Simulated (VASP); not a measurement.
# Ti (P6_3/mmc) in VASP: notebook, part 2 of 2

VASP 6.6.1. The steps go on from the part before.

### 3 Relaxation of cell and atoms, PBE+D3(BJ)

This run uses another cell than the first one, of 16.46 Å³/atom, 0.933 times its volume.

INCAR

```
SYSTEM = Ti
  ALGO = Normal
  EDIFF = 1E-7
  EDIFFG = -0.002
  ENCUT = 520
  GGA = PE
  IBRION = 2
  ISIF = 3
  ISMEAR = 0
  IVDW = 12
  LASPH = .TRUE.
  LCHARG = .FALSE.
  LREAL = .FALSE.
  LWAVE = .FALSE.
  NELM = 100
  NSW = 80
  PREC = Accurate
  SIGMA = 0.1
```

KPOINTS

```
k-points
0
G
  18 18 10
  0 0 0
```

POSCAR

```
Ti                                      
1.0
    2.8838668164      0.0000000000     -0.0000000000
   -1.4419334082      2.4975019230      0.0000000000
    0.0000000000     -0.0000000000      4.5696909112
  Ti            
     2
Direct
     0.3333333300000021    0.6666666699999979    0.2500000000000000
     0.6666666699999979    0.3333333300000021    0.7500000000000000
```

Potentials or basis: VASP PAW PBE potentials, release 64 (Ti_sv).

Run with:

```
$ cat potpaw_PBE.64/Ti_sv/POTCAR > POTCAR
$ mpirun -np 1 vasp_std > vasp.out
```

OUTCAR:

```text
SYSTEM = Ti
   EDIFF = 1E-7
   EDIFFG = -0.002
   ENCUT = 520
   GGA = PE
   IBRION = 2
   ISIF = 3
   ISMEAR = 0
   IVDW = 12
   LASPH = .TRUE.
   LREAL = .FALSE.
   NELM = 100
   NSW = 80
   PREC = Accurate
 IVDW          = 12

 ion  position               nearest neighbor table
   1  0.333  0.667  0.250-   2 2.83   2 2.83   2 2.83   2 2.83   2 2.83   2 2.83
   2  0.667  0.333  0.750-   1 2.83   1 2.83   1 2.83   1 2.83   1 2.83   1 2.83

  LATTYP: Found a hexagonal cell.
 ALAT       =     2.8838668164
 C/A-ratio  =     1.5845707178

  Lattice vectors:

 A1 = (   2.8838668164,   0.0000000000,   0.0000000000)
 A2 = (  -1.4419334082,   2.4975019230,   0.0000000000)
 A3 = (   0.0000000000,   0.0000000000,   4.5696909112)

Analysis of symmetry for initial positions (statically):
=====================================================================
 Subroutine PRICEL returns:
 Original cell was already a primitive cell.

 Routine SETGRP: Setting up the symmetry group for a
 hexagonal supercell.

 Subroutine GETGRP returns: Found 24 space group operations
 (whereof 12 operations were pure point group operations)
 out of a pool of 24 trial point group operations.

The static configuration has the point symmetry D_3d.
 The point group associated with its full space group is D_6h.

Analysis of symmetry for dynamics (positions and initial velocities):
=====================================================================
 Subroutine PRICEL returns:
 Original cell was already a primitive cell.

 Routine SETGRP: Setting up the symmetry group for a
 hexagonal supercell.

 Subroutine GETGRP returns: Found 24 space group operations
 (whereof 12 operations were pure point group operations)
 out of a pool of 24 trial point group operations.

The dynamic configuration has the point symmetry D_3d.
 The point group associated with its full space group is D_6h.

 Subroutine INISYM returns: Found 24 space group operations
 (whereof 12 operations are pure point group operations),
 and found     1 'primitive' translations

----------------------------------------------------------------------------------------

                                     Primitive cell

  volume of cell :      32.9130

  direct lattice vectors                    reciprocal lattice vectors
     2.883866816  0.000000000  0.000000000     0.346756651  0.200200046  0.000000000
    -1.441933408  2.497501923  0.000000000     0.000000000  0.400400092  0.000000000
     0.000000000  0.000000000  4.569690911     0.000000000  0.000000000  0.218833181

  length of vectors
     2.883866816  2.883866815  4.569690911     0.400400092  0.400400092  0.218833181

  position of ions in fractional coordinates (direct lattice)
     0.333333330  0.666666670  0.250000000
     0.666666670  0.333333330  0.750000000

  ion indices of the primitive-cell ions
   primitive index   ion index
                 1           1
                 2           2

[... 103 lines left out ...]
 non-spin polarized calculation
 Gauss-broadening in eV      SIGMA  =   0.10
  energy-cutoff  :      520.00
  volume of cell :       32.91
 maximum number of plane-waves:       911
 NGX is ok and might be reduce to    24
   NGX = 11   NGY = 11   NGZ = 17

--------------------------------------- Ionic step        1  -------------------------------------------

 number of electron      24.0000002 magnetization

 Free energy of the ion-electron system (eV)
  ---------------------------------------------------
  ext. energy  EPLUGINS =         0.00000000
  ---------------------------------------------------
  free energy    TOTEN  =       -15.64213960 eV

  energy without entropy =      -15.63321616  energy(sigma->0) =      -15.63767788

------------------------ aborting loop because EDIFF is reached ----------------------------------------

 Edisp (eV)   -1.27291

 E8    (eV) :    -0.6045

  FORCE on cell =-STRESS in cart. coord.  units (eV):
  Direction    XX          YY          ZZ          XY          YZ          ZX
  --------------------------------------------------------------------------------------
  -------------------------------------------------------------------------------------
  Total      -0.00405    -0.00405    -0.00409     0.00000     0.00000     0.00000
  in kB      -0.19693    -0.19693    -0.19914     0.00000     0.00000     0.00000
  external pressure =       -0.20 kB  Pullay stress =        0.00 kB

 VOLUME and BASIS-vectors are now :
 -----------------------------------------------------------------------------
  energy-cutoff  :      520.00
  volume of cell :       32.91
      direct lattice vectors                 reciprocal lattice vectors
     2.883866816  0.000000000  0.000000000     0.346756651  0.200200046  0.000000000
    -1.441933408  2.497501923  0.000000000     0.000000000  0.400400092  0.000000000
     0.000000000  0.000000000  4.569690911     0.000000000  0.000000000  0.218833181

 POSITION                                       TOTAL-FORCE (eV/Angst)
 -----------------------------------------------------------------------------------
     -0.00000      1.66500      1.14242         0.000000      0.000000      0.000000
      1.44193      0.83250      3.42727         0.000000      0.000000      0.000000
 -----------------------------------------------------------------------------------
    total drift:                               -0.000009      0.000005     -0.000000

  FREE ENERGIE OF THE ION-ELECTRON SYSTEM (eV)
  ---------------------------------------------------
  free  energy   TOTEN  =       -16.9150531816 eV

  energy  without entropy=      -16.9061297475  energy(sigma->0) =      -16.91059146

--------------------------------------- Ionic step        2  -------------------------------------------

 number of electron      24.0000002 magnetization

 Free energy of the ion-electron system (eV)
  ---------------------------------------------------
  ext. energy  EPLUGINS =         0.00000000
  ---------------------------------------------------
  free energy    TOTEN  =       -15.64174902 eV

  energy without entropy =      -15.63282672  energy(sigma->0) =      -15.63728787

 E-fermi :   8.9320     XC(G=0): -11.7556

 val. band max:        8.9169950216   @ k =   0.3333   0.1667   0.4000
 cond. band min:       8.9347823070   @ k =   0.0556  -0.0000   0.5000
 fundamental gap:      0.0177872854
 Fermi energy:         8.9319629987

 k-point     1 :       0.0000    0.0000    0.0000
  band No.  band energies     occupation
      1     -47.8511      2.00000
      2     -47.6813      2.00000
      3     -24.5035      2.00000
      4     -23.7451      2.00000
      5     -23.7451      2.00000
      6     -23.6618      2.00000
[... 433 lines left out ...]
      3     -24.2761      2.00000
      4     -24.1397      2.00000
      5     -24.1351      2.00000
      6     -23.9429      2.00000
[... 8 lines left out ...]
     15      10.1646      0.00000
     16      12.2433      0.00000

 [... further k-points ...]

------------------------ aborting loop because EDIFF is reached ----------------------------------------

 Edisp (eV)   -1.27330

 E8    (eV) :    -0.6047

  FORCE on cell =-STRESS in cart. coord.  units (eV):
  Direction    XX          YY          ZZ          XY          YZ          ZX
  --------------------------------------------------------------------------------------
  -------------------------------------------------------------------------------------
  Total       0.00227     0.00227     0.00242     0.00000     0.00000     0.00000
  in kB       0.11054     0.11054     0.11762     0.00000     0.00000     0.00000
  external pressure =        0.11 kB  Pullay stress =        0.00 kB

 VOLUME and BASIS-vectors are now :
 -----------------------------------------------------------------------------
  energy-cutoff  :      520.00
  volume of cell :       32.90
      direct lattice vectors                 reciprocal lattice vectors
     2.883585397  0.000000000  0.000000000     0.346790493  0.200219584 -0.000000000
    -1.441792698  2.497258207 -0.000000000     0.000000000  0.400439169 -0.000000000
     0.000000000  0.000000000  4.569239976     0.000000000  0.000000000  0.218854778

 POSITION                                       TOTAL-FORCE (eV/Angst)
 -----------------------------------------------------------------------------------
     -0.00000      1.66484      1.14231         0.000000     -0.000000      0.000000
      1.44179      0.83242      3.42693        -0.000000      0.000000      0.000000
 -----------------------------------------------------------------------------------
    total drift:                               -0.000009      0.000005     -0.000000

  FREE ENERGIE OF THE ION-ELECTRON SYSTEM (eV)
  ---------------------------------------------------
  free  energy   TOTEN  =       -16.9150536969 eV

  energy  without entropy=      -16.9061314024  energy(sigma->0) =      -16.91059255

 reached required accuracy - stopping structural energy minimisation
```

Wall time 60 s (1 thread of Intel Xeon 6975P-C (Granite Rapids), shared host); peak memory 0.24 GiB.

Results:

```yaml
Free_energy: -16.9151 eV
Relaxed_volume: 16.45 Å³/atom
Relaxed_cell: a = 2.884 Å, b = 2.884 Å, c = 4.569 Å, α = 90.00°, β = 90.00°, γ = 120.00°
Space_group_after_relaxing_to_0.05_Å: P6_3/mmc (No. 194)
Energy_gained_by_relaxing: 0.0 meV/atom
Ionic_steps: 2
Pressure_after_relaxing: 0.0 GPa
Band_gap_on_the_k_mesh: none (metal or under the smearing width)
Dispersion_energy_per_atom: -0.637 eV
```

Final structure:
```cif
data_structure
_symmetry_space_group_name_H-M 'P 1'
_symmetry_Int_Tables_number 1
_cell_length_a 2.8836
_cell_length_b 2.8836
_cell_length_c 4.5692
_cell_angle_alpha 90.000
_cell_angle_beta 90.000
_cell_angle_gamma 120.000
_cell_volume 32.90
loop_
_atom_site_label
_atom_site_type_symbol
_atom_site_fract_x
_atom_site_fract_y
_atom_site_fract_z
_atom_site_occupancy
Ti1 Ti 0.33333 0.66667 0.25000 1
Ti2 Ti 0.66667 0.33333 0.75000 1
```

Levels at points of the mesh, in eV from the Fermi level:
```tsv
k point	band 10	band 11	band 12	band 13	band 14	band 15
(0.00, 0.00, 0.00)	-2.84	0.79	0.79	0.91	0.91	1.33
(0.50, 0.00, 0.00)	-2.33	-2.00	-0.58	0.48	0.67	1.25
(0.00, 0.00, 0.50)	-4.41	0.07	0.07	0.69	0.69	0.69
(0.50, 0.00, 0.50)	-2.70	-0.89	-0.89	1.47	1.47	1.83
```

Caveat: pairwise dispersion overbinds metals, which lowers pressure and volume.

### 4 Vibrations by finite differences, PBE+D3(BJ)

This run uses another cell than the first one, of 16.45 Å³/atom, 0.933 times its volume.

INCAR

```
  PREC = Accurate
  ENCUT = 520
  EDIFF = 1E-8
  ISMEAR = 0
  SIGMA = 0.1
  LREAL = False
  LASPH = True
  NELM = 100
  ALGO = Normal
  ISIF = 3
  LWAVE = False
  LCHARG = False
  GGA = PE
  IVDW = 12
  IBRION = 6
  NFREE = 2
  POTIM = 0.015
  NSW = 1
```

KPOINTS

```
regular mesh
0
Gamma
  18 18 10
```

POSCAR

```
Ti                                      
1.0
    2.8835853969      0.0000000000      0.0000000000
   -1.4417926985      2.4972582066     -0.0000000000
    0.0000000000      0.0000000000      4.5692399756
  Ti            
     2
Direct
     0.3333333300000021    0.6666666699999979    0.2500000000000000
     0.6666666699999979    0.3333333300000021    0.7500000000000000
```

Run with:

```
$ cat potpaw_PBE.64/Ti_sv/POTCAR > POTCAR
$ mpirun -np 1 vasp_std > vasp.out
```

It took 22 min on 1 thread of Intel Xeon 6975P-C (Granite Rapids), shared host; peak memory 0.86 GiB.

Results (log left out):

* Voigt bulk modulus: 121 GPa
* Highest phonon frequency at Γ: 212 cm⁻¹
* Dispersion energy per atom: -0.637 eV

Phonon frequencies in cm⁻¹ (negative: imaginary):
```csv
q point,frequencies
"(0.000, 0.000, 0.000)",0 0 0 131 131 212
```

Elastic tensor in Voigt notation (GPa, in the Cartesian axes of the cell as first typed):
```
187  92  80   0   0   0
 92 187  80   0   0   0
 80  80 211   0   0   0
  0   0   0  44   0   0
  0   0   0   0  44   0
  0   0   0   0   0  47
```

Clamped-ion elastic tensor (GPa):
```
213  66  80   0   0   0
 66 213  80   0   0   0
 80  80 211   0   0   0
  0   0   0  44   0   0
  0   0   0   0  44   0
  0   0   0   0   0  74
```

Caveat: pairwise dispersion overbinds metals, which lowers pressure and volume.
